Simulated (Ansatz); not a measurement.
Runs of Ansatz 0.2.0 on MoS2. Symmetry: P-3m1, No. 164, trigonal system. The conventional cell has a = 3.227 Å, b = 3.227 Å, c = 6.312 Å, α = 90.00°, β = 90.00°, γ = 120.00°. Around Mo (site symmetry -3m) lie 6 S at 2.42 Å. S (site symmetry 3m) has 3 Mo at 2.42 Å as nearest neighbours. Measurements of this composition are mostly on another form, of space group No. 194.

```tsv
task	level	U	cell	cutoff (eV)	points for each segment of the path	hubbard projectors	double counting	gap on the mesh (eV)	pressure (GPa)	relaxed volume (Å³/atom)	largest force (eV/Å)
band structure	LDA+U	Mo d U = 5 eV	as given	420	14	ortho-atomic (the default)	fll (the default)	none	(b)	-	0.20
relaxation of cell and atoms	r2SCAN+U	Mo d U = 5 eV	relaxed	500	-	ortho-atomic (the default)	fll (the default)	-	0.0	18.65	-
band structure	RPBE	-	as given	420	14	-	-	none	3.6	-	0.36
relaxation of cell and atoms	exchange-only PBE	-	relaxed	420	-	-	-	-	0.0	(a)	-
```

Alike in all rows: potentials or basis Ansatz PAW; no spin polarisation; k mesh 9 × 9 × 4; smearing fermi-dirac 0.05 eV.

Question: Estimate the missing entries.

Answer: (a) 27.27; (b) -6.1.

Caveats: the PAW data sets come from PBE, with cores solved anew for the run's functional, which leaves a small shift of forces and pressure; the plane-wave basis is chosen anew once the cell has moved, so the energies of steps on either side of that aren't comparable (some runs); U without spin polarisation on a metal has little footing (some runs); this functional lacks dispersion, which binds the layers, so the pressure and a relaxed spacing across them are unreliable (some runs); the volume moved by over 15 % at a fixed basis, so the end points are rough (some runs).

A k mesh can miss the band edges, and the runs leave out spin-orbit coupling on Mo.

A gap of «none» marks a metal or a gap under the smearing width.

Runs at the PBE level aren't shown here.
